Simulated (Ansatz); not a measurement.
A run of Ansatz 0.2.0 is set up as follows.

Contents of input.yaml:

```yaml
crystal:
  lattice:
    - [0.0, 2.5165, 2.5165]
    - [2.5165, 0.0, 2.5165]
    - [2.5165, 2.5165, 0.0]
  atoms:
    - { symbol: Lu, position: [0.0, 0.0, 0.0] }
    - { symbol: H, position: [0.75, 0.75, 0.75] }
    - { symbol: H, position: [0.25, 0.25, 0.25] }
hamiltonian:
  xc: pbesol
  pseudopotentials: { kind: paw }
  dispersion: d3bj
kpoints:
  mp_grid: { grid: [9, 9, 9] }
scf:
  occupations: { method: fermi_dirac, width: 0.05 }
output:
  forces: true
  stress: true
relax:
  f_tol: 0.01
  max_steps: 40
  cell: { stress_tol: 0.05 }
```

Potentials or basis: Ansatz PAW.

Run with:

```sh
$ ansatz run input.yaml --threads 2 --pin off --max-ram 5632MiB --backend cpu --events-out ev --progress --plain --runs-dir out
```

Problem. Predict the space group after relaxing (to 0.05 Å).

Solution. Fm-3m (No. 225).

Problem. What does it give for the relaxed cell?

Solution. a = 3.470 Å, b = 3.470 Å, c = 3.470 Å, α = 60.00°, β = 60.00°, γ = 60.00°.

Problem. Predict the relaxed volume.

Solution. 9.85 Å³/atom.

The path:
```csv
step,energy change (eV),largest force (eV/Å),volume (Å³)
1,0.0000,0.0000,31.87
2,-0.0543,0.0000,29.77
3,-0.0551,0.0000,29.55
4,-0.0530,0.0000,29.55
5,-0.0530,0.0000,29.54
6,-0.0530,0.0000,29.54
```

Caveat: the plane-wave basis is chosen anew once the cell has moved, so the energies of steps on either side of that aren't comparable; the PAW data sets come from PBE, with cores solved anew for the run's functional, which leaves a small shift of forces and pressure. The run has no spin-orbit coupling, so splittings on Lu are missing.
